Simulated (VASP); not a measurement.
# GaSb (F-43m) in VASP: further runs

Runs on GaSb. Level: PBEsol. Tasks: single point.

All numbers are computed with VASP 6.6.1; they aren't measurements. Logs are shortened: lines on timing, memory, paths and dates and some standing lists are left out, and cuts for length are marked.

**The experiment to reproduce.**

A printed reference work, data compilation reports, for a bulk crystal of GaSb at 4.2 K: band gap 0.811 eV (direct).

How close the calculation comes is told below.

**1. The cell of the first run**

The structure is cubic, space group F-43m (No. 216). The conventional cell has a = 6.118 Å, b = 6.118 Å, c = 6.118 Å, α = 90.00°, β = 90.00°, γ = 90.00°. Within 3.5 Å of Ga (site symmetry -43m) lie 4 Sb at 2.65 Å. Sb (site symmetry -43m) has 4 Ga at 2.65 Å within 3.5 Å.

**2. Single point, PBEsol**

INCAR reads:

```
PREC = Accurate
ENCUT = 500
EDIFF = 1E-6
ISMEAR = 0
SIGMA = 0.1
LREAL = F
LASPH = T
NELM = 120
ALGO = Normal
ISIF = 2
LWAVE = F
LCHARG = F
GGA = PS
NBANDS = 16
GGA_COMPAT = F
```

KPOINTS reads:

```
Automatic mesh
0
Gamma
  12 12 12
```

POSCAR reads:

```
GaSb
1.0
    0.0000000000      3.0590000000      3.0590000000
    3.0590000000      0.0000000000      3.0590000000
    3.0590000000      3.0590000000      0.0000000000
Ga Sb
1 1
Direct
    0.0000000000      0.0000000000      0.0000000000
    0.2500000000      0.2500000000      0.2500000000
```

Potentials or basis: VASP PAW PBE potentials, release 64 (Ga_d, Sb).

Launch:

```sh
cat potpaw_PBE.64/Ga_d/POTCAR potpaw_PBE.64/Sb/POTCAR > POTCAR
mpirun -np 1 vasp_std > vasp.out
```

OUTCAR:

```text
PREC = Accurate
   ENCUT = 500
   EDIFF = 1E-6
   ISMEAR = 0
   LREAL = F
   LASPH = T
   NELM = 120
   ISIF = 2
   GGA = PS

 ion  position               nearest neighbor table
   1  0.000  0.000  0.000-   2 2.65   2 2.65   2 2.65   2 2.65
   2  0.250  0.250  0.250-   1 2.65   1 2.65   1 2.65   1 2.65

  LATTYP: Found a face centered cubic cell.
 ALAT       =     6.1180000000

  Lattice vectors:

 A1 = (   0.0000000000,   3.0590000000,   3.0590000000)
 A2 = (   3.0590000000,   0.0000000000,   3.0590000000)
 A3 = (   3.0590000000,   3.0590000000,   0.0000000000)

Analysis of symmetry for initial positions (statically):
=====================================================================
 Subroutine PRICEL returns:
 Original cell was already a primitive cell.

 Routine SETGRP: Setting up the symmetry group for a
 face centered cubic supercell.

 Subroutine GETGRP returns: Found 24 space group operations
 (whereof 24 operations were pure point group operations)
 out of a pool of 48 trial point group operations.

The static configuration has the point symmetry T_d .

Analysis of symmetry for dynamics (positions and initial velocities):
=====================================================================
 Subroutine PRICEL returns:
 Original cell was already a primitive cell.

 Routine SETGRP: Setting up the symmetry group for a
 face centered cubic supercell.

 Subroutine GETGRP returns: Found 24 space group operations
 (whereof 24 operations were pure point group operations)
 out of a pool of 48 trial point group operations.

The dynamic configuration has the point symmetry T_d .

 Subroutine INISYM returns: Found 24 space group operations
 (whereof 24 operations are pure point group operations),
 and found     1 'primitive' translations

----------------------------------------------------------------------------------------

                                     Primitive cell

  volume of cell :      57.2491

  direct lattice vectors                    reciprocal lattice vectors
     0.000000000  3.059000000  3.059000000    -0.163452109  0.163452109  0.163452109
     3.059000000  0.000000000  3.059000000     0.163452109 -0.163452109  0.163452109
     3.059000000  3.059000000  0.000000000     0.163452109  0.163452109 -0.163452109

  length of vectors
     4.326079287  4.326079287  4.326079287     0.283107357  0.283107357  0.283107357

  position of ions in fractional coordinates (direct lattice)
     0.000000000  0.000000000  0.000000000
     0.250000000  0.250000000  0.250000000

  ion indices of the primitive-cell ions
   primitive index   ion index
                 1           1
                 2           2

----------------------------------------------------------------------------------------

 KPOINTS: Automatic mesh

Automatic generation of k-mesh.
 Grid dimensions read from file:
 generate k-points for:   12   12   12

 Generating k-lattice:

  Cartesian coordinates                     Fractional coordinates (reciprocal lattice)
    -0.013621009  0.013621009  0.013621009     0.083333333  0.000000000  0.000000000
     0.013621009 -0.013621009  0.013621009     0.000000000  0.083333333  0.000000000
     0.013621009  0.013621009 -0.013621009     0.000000000  0.000000000  0.083333333

  Length of vectors
     0.023592280  0.023592280  0.023592280

  Shift w.r.t. Gamma in fractional coordinates (k-lattice)
     0.000000000  0.000000000  0.000000000

 Subroutine IBZKPT returns following result:
 ===========================================

 Found     72 irreducible k-points:

 Following reciprocal coordinates:
            Coordinates               Weight
  0.000000  0.000000  0.000000      1.000000
  0.083333  0.000000  0.000000      8.000000
  0.166667  0.000000  0.000000      8.000000
  0.250000  0.000000  0.000000      8.000000
  0.333333  0.000000  0.000000      8.000000
  0.416667  0.000000  0.000000      8.000000
[... 16 lines left out ...]
  0.500000  0.166667  0.000000     24.000000
 -0.416667  0.166667  0.000000     24.000000
 [... further k-points ...]
   k-points           NKPTS =     72   k-points in BZ     NKDIM =     72   number of bands    NBANDS=     16
   number of dos      NEDOS =    301   number of ions     NIONS =      2
   total plane-waves  NPLWV =  32768
   dimension x,y,z NGX =    32 NGY =   32 NGZ =   32
   dimension x,y,z NGXF=    64 NGYF=   64 NGZF=   64
   ions per type =               1   1
   NGX,Y,Z   is equivalent  to a cutoff of  12.30, 12.30, 12.30 a.u.
   NGXF,Y,Z  is equivalent  to a cutoff of  24.59, 24.59, 24.59 a.u.
 SYSTEM =  unknown system
   PREC   = accura    normal or accurate (medium, high low for compatibility)
   ISTART =      0    job   : 0-new  1-cont  2-samecut
   ICHARG =      2    charge: 1-file 2-atom 10-const
   ISPIN  =      1    spin polarized calculation?
   LNONCOLLINEAR =      F non collinear calculations
   LSORBIT =      F    spin-orbit coupling
   LASPH  =      T    aspherical Exc in radial PAW
   ENCUT  =  500.0 eV  36.75 Ry    6.06 a.u.   7.89  7.89  7.89*2*pi/ulx,y,z
   NELM   =    120;   NELMIN=  2; NELMDL= -5     # of ELM steps
   EDIFF  = 0.1E-05   stopping-criterion for ELM
   LREAL  =      F    real-space projection
   EDIFFG = 0.1E-04   stopping-criterion for IOM
   NSW    =      0    number of steps for IOM
   IBRION =     -1    ionic relax: 0-MD 1-quasi-New 2-CG
   NFREE  =      0    steps in history (QN), initial steepest desc. (CG)
   ISIF   =      2    stress and relaxation
   ISYM   =      2    0-nonsym 1-usesym 2-fastsym
   POTIM  = 0.5000    time-step for ionic-motion
   TEBEG  =    0.0;   TEEND  =   0.0 temperature during run
   PSTRESS=    0.0 pullay stress
   NELECT =      18.0000    total number of electrons
   NUPDOWN=      -1.0000    fix difference up-down
   EMIN   =  10.00;   EMAX   =-10.00  energy-range for DOS
   EFERMI =   0.00;   METHOD = LEGACY
   ISMEAR =     0;   SIGMA  =   0.10  broadening in eV -4-tet -1-fermi 0-gaus
   EFERMI_NEDOS =   21; number of points for ismear=-14 and -15
   IALGO  =     38    algorithm
   IMIX   =      4    mixing-type and parameters
     AMIX     =   0.40;   BMIX     =  1.00
     AMIX_MAG =   1.60;   BMIX_MAG =  1.00
  volume/ion in A,a.u.               =      28.62       193.17
  Fermi-wavevector in a.u.,A,eV,Ry     =   1.113208  2.103657 16.860766  1.239231
  Thomas-Fermi vector in A             =   2.249790
   LORBIT       =      0    0 simple, 1 ext, 2 COOP (PROOUT), +10 PAW based schemes
   GGA     = PS    functional components
   LHFCALC =     F    Hartree Fock is set to
   AEXX    =    0.0000 exact exchange contribution
   IVDW    =     0    specifies the selected vdW correction
   LEPSILON=     F    determine dielectric tensor
   LRPA    =     F    only Hartree local field effects (RPA)
 non-spin polarized calculation
 Gauss-broadening in eV      SIGMA  =   0.10
  energy-cutoff  :      500.00
  volume of cell :       57.25
 maximum number of plane-waves:      1475
   NGX = 15   NGY = 15   NGZ = 15

 number of electron      17.9999986 magnetization

 Free energy of the ion-electron system (eV)
  ---------------------------------------------------
  ext. energy  EPLUGINS =         0.00000000
  ---------------------------------------------------
  free energy    TOTEN  =        -8.15502396 eV

  energy without entropy =       -8.15489311  energy(sigma->0) =       -8.15495854

 E-fermi :   4.7844     XC(G=0):  -9.2671

 val. band max:        4.7298299788   @ k =   0.0000   0.0000   0.0000
 cond. band min:       5.0772116102   @ k =   0.5000   0.0000   0.0000
 fundamental gap:      0.3473816314
 Fermi energy:         4.7843828908

 k-point     1 :       0.0000    0.0000    0.0000
  band No.  band energies     occupation
      1     -10.2662      2.00000
      2     -10.2662      2.00000
      3     -10.2662      2.00000
      4     -10.2158      2.00000
      5     -10.2158      2.00000
      6      -6.7738      2.00000
[... 8 lines left out ...]
     15      13.3305      0.00000
     16      13.3305      0.00000

 k-point     2 :       0.0833    0.0000    0.0000
  band No.  band energies     occupation
      1     -10.2681      2.00000
      2     -10.2653      2.00000
      3     -10.2653      2.00000
      4     -10.2159      2.00000
      5     -10.2159      2.00000
      6      -6.7021      2.00000
[... 8 lines left out ...]
     15      12.7820      0.00000
     16      12.7820      0.00000

 k-point     3 :       0.1667    0.0000    0.0000
  band No.  band energies     occupation
      1     -10.2735      2.00000
      2     -10.2631      2.00000
      3     -10.2631      2.00000
      4     -10.2161      2.00000
      5     -10.2161      2.00000
      6      -6.4911      2.00000
[... 8 lines left out ...]
     15      12.2975      0.00000
     16      12.2975      0.00000

 k-point     4 :       0.2500    0.0000    0.0000
  band No.  band energies     occupation
      1     -10.2806      2.00000
      2     -10.2602      2.00000
      3     -10.2602      2.00000
      4     -10.2162      2.00000
      5     -10.2162      2.00000
      6      -6.1565      2.00000
[... 8 lines left out ...]
     15      12.2751      0.00000
     16      12.2751      0.00000

 k-point     5 :       0.3333    0.0000    0.0000
  band No.  band energies     occupation
      1     -10.2877      2.00000
      2     -10.2576      2.00000
      3     -10.2576      2.00000
      4     -10.2160      2.00000
      5     -10.2160      2.00000
      6      -5.7372      2.00000
[... 8 lines left out ...]
     15      12.8017      0.00000
     16      12.8017      0.00000

 k-point     6 :       0.4167    0.0000    0.0000
  band No.  band energies     occupation
      1     -10.2928      2.00000
      2     -10.2559      2.00000
      3     -10.2559      2.00000
      4     -10.2157      2.00000
      5     -10.2157      2.00000
      6      -5.3308      2.00000
[... 8 lines left out ...]
     15      13.7467      0.00000
     16      13.7467      0.00000
[... 267 lines left out ...]
 k-point    21 :       0.3333    0.1667    0.0000
  band No.  band energies     occupation
      1     -10.2905      2.00000
      2     -10.2553      2.00000
      3     -10.2543      2.00000
      4     -10.2200      2.00000
      5     -10.2142      2.00000
      6      -5.7806      2.00000
[... 8 lines left out ...]
     15      13.3293      0.00000
     16      13.8850      0.00000

 k-point    22 :       0.4167    0.1667    0.0000
  band No.  band energies     occupation
      1     -10.2951      2.00000
      2     -10.2538      2.00000
      3     -10.2523      2.00000
      4     -10.2196      2.00000
      5     -10.2143      2.00000
      6      -5.3592      2.00000
[... 8 lines left out ...]
     15      13.8815      0.00000
     16      14.5845      0.00000

 k-point    23 :       0.5000    0.1667    0.0000
  band No.  band energies     occupation
      1     -10.2977      2.00000
      2     -10.2531      2.00000
      3     -10.2515      2.00000
      4     -10.2187      2.00000
      5     -10.2149      2.00000
      6      -5.0086      2.00000
[... 8 lines left out ...]
     15      14.4241      0.00000
     16      14.6383      0.00000

 k-point    24 :      -0.4167    0.1667    0.0000
  band No.  band energies     occupation
      1     -10.2975      2.00000
      2     -10.2531      2.00000
      3     -10.2521      2.00000
      4     -10.2175      2.00000
      5     -10.2159      2.00000
      6      -4.9506      2.00000
[... 8 lines left out ...]
     15      13.3851      0.00000
     16      13.7754      0.00000

 [... further k-points ...]
[... 5 lines left out ...]
  --------------------------------------------------------------------------------------
  -------------------------------------------------------------------------------------
  Total       -0.0268303     -0.0268303     -0.0268303      0.0000000      0.0000000     -0.0000000
  in kB       -0.7508759     -0.7508759     -0.7508759      0.0000000      0.0000000     -0.0000000
  external PRESSURE =      -0.7508759 kB  Pullay stress =       0.0000000 kB

 VOLUME and BASIS-vectors are now :
 -----------------------------------------------------------------------------
  energy-cutoff  :      500.00
  volume of cell :       57.25
      direct lattice vectors                 reciprocal lattice vectors
     0.000000000  3.059000000  3.059000000    -0.163452109  0.163452109  0.163452109
     3.059000000  0.000000000  3.059000000     0.163452109 -0.163452109  0.163452109
     3.059000000  3.059000000  0.000000000     0.163452109  0.163452109 -0.163452109

 POSITION                                       TOTAL-FORCE (eV/Angst)
 -----------------------------------------------------------------------------------
      0.00000      0.00000      0.00000        -0.000000     -0.000000     -0.000000
      1.52950      1.52950      1.52950         0.000000      0.000000      0.000000
 -----------------------------------------------------------------------------------
    total drift:                                0.000000      0.000000      0.000000

  FREE ENERGIE OF THE ION-ELECTRON SYSTEM (eV)
  ---------------------------------------------------
  free  energy   TOTEN  =        -8.1550239615 eV

  energy  without entropy=       -8.1548931087  energy(sigma->0) =       -8.15495854
```

It took 40 s on 1 thread of Intel Xeon Platinum 8259CL at 2.50GHz (Skylake/Cascade Lake), shared host; peak memory 0.21 GiB.

Results:

* Free energy: -8.1550 eV
* Pressure: -0.1 GPa
* Band gap on the k mesh: zero (filled and empty bands touch)

Caveat: the PAW data sets were made with another functional, which shifts forces and pressure a little; spin-orbit coupling is left out, which moves the levels of the heavy elements.

**3. Single point, PBEsol (volume scaled by 1.03)**

INCAR reads:

```
ALGO = Normal
EDIFF = 1E-6
ENCUT = 500
GGA = PS
GGA_COMPAT = False
ISIF = 2
ISMEAR = 0
LASPH = True
LCHARG = True
LELF = True
LREAL = False
LVHAR = True
LWAVE = False
NBANDS = 16
NELM = 120
PREC = Accurate
SIGMA = 0.1
```

KPOINTS reads:

```
k-points
0
Gamma
  12 12 12
```

POSCAR reads:

```
GaSb
1.0
    0.0000000000      3.0858698452      3.0858698452
    3.0858698452      0.0000000000      3.0858698452
    3.0858698452      3.0858698452      0.0000000000
Ga Sb
1 1
Direct
    0.0000000000      0.0000000000      0.0000000000
    0.2500000000      0.2500000000      0.2500000000
```

Potentials or basis: VASP PAW PBE potentials, release 64 (Ga_d, Sb).

Launch:

```sh
cat potpaw_PBE.64/Ga_d/POTCAR potpaw_PBE.64/Sb/POTCAR > POTCAR
mpirun -np 1 vasp_std > vasp.out
```

Run time: 41 s. Hardware: 1 thread of Intel Xeon Platinum 8259CL at 2.50GHz (Skylake/Cascade Lake), shared host; peak memory 0.21 GiB.

Results (log left out):

```
Free energy            : -8.1482 eV
Pressure               : -1.3 GPa
Band gap on the k mesh : zero (filled and empty bands touch)
```

Levels at points of the mesh, in eV from the Fermi level:
| k point | band 6 | band 7 | band 8 | band 9 | band 10 | band 11 | band 12 | band 13 |
| --- | --- | --- | --- | --- | --- | --- | --- | --- |
| (0.00, 0.00, 0.00) | -11.37 | -0.24 | -0.05 | -0.05 | -0.05 | 2.72 | 2.72 | 2.72 |
| (0.50, 0.00, 0.00) | -9.81 | -6.31 | -1.16 | -1.16 | 0.25 | 3.67 | 3.67 | 6.29 |
| (0.50, 0.50, 0.00) | -9.02 | -6.76 | -2.54 | -2.54 | 0.82 | 1.16 | 8.45 | 8.45 |

Caveat: the PAW data sets were made with another functional, which shifts forces and pressure a little; spin-orbit coupling is left out, which moves the levels of the heavy elements.

**4. Comparison with measurements**

Step 2. Against the measured gap of GaSb, 0.811 eV (direct; 4.2 K; a printed reference work, data compilation), the calculated 0.00 eV is off by -0.81 eV. Spin-orbit coupling on Ga, Sb is left out. The value is that of PBEsol on a finite k mesh, which can miss the band edges, without temperature or zero-point motion. Semilocal functionals fall short of measured gaps as a rule.
